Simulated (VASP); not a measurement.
Input of a VASP 6.6.1 run:

Contents of INCAR:

```
ALGO     = Fast           # electronic algorithm
EDIFF    = 1E-6           # SCF threshold, eV
ENCUT    = 520            # plane-wave cutoff, eV
GGA      = PS             # functional
ISIF     = 2              # what is computed and relaxed
ISMEAR   = 0              # smearing method
LASPH    = T              # aspherical terms in the spheres
LCHARG   = F              # write CHGCAR
LREAL    = F              # projectors in reciprocal space
LWAVE    = F              # write WAVECAR
NBANDS   = 12             # bands
NELM     = 60             # most SCF steps
PREC     = Accurate       # precision mode
SIGMA    = 0.02           # smearing width, eV
```

KPOINTS

```
k-points
0
Gamma
  6 6 6
```

File POSCAR:

```
CsH
1.0
    0.0000000000      3.3758000000      3.3758000000
    3.3758000000      0.0000000000      3.3758000000
    3.3758000000      3.3758000000      0.0000000000
Cs H
1 1
Direct
    0.0000000000      0.0000000000      0.0000000000
    0.2500000000      0.2500000000      0.2500000000
```

Potentials or basis: VASP PAW PBE potentials, release 64 (Cs_sv, H).

Command:

```bash
$ cat potpaw_PBE.64/Cs_sv/POTCAR potpaw_PBE.64/H/POTCAR > POTCAR
$ mpirun -np 1 vasp_std > vasp.out
```

(1) Estimate the band gap on the k mesh.

(2) What does it give for the pressure?

Answers

(1) 2.69 eV, indirect (least direct gap 2.75 eV).

(2) 0.3 GPa.

Caveat: the PAW data sets were made with another functional, which shifts forces and pressure a little; spin-orbit coupling is left out, which moves the levels of the heavy elements.
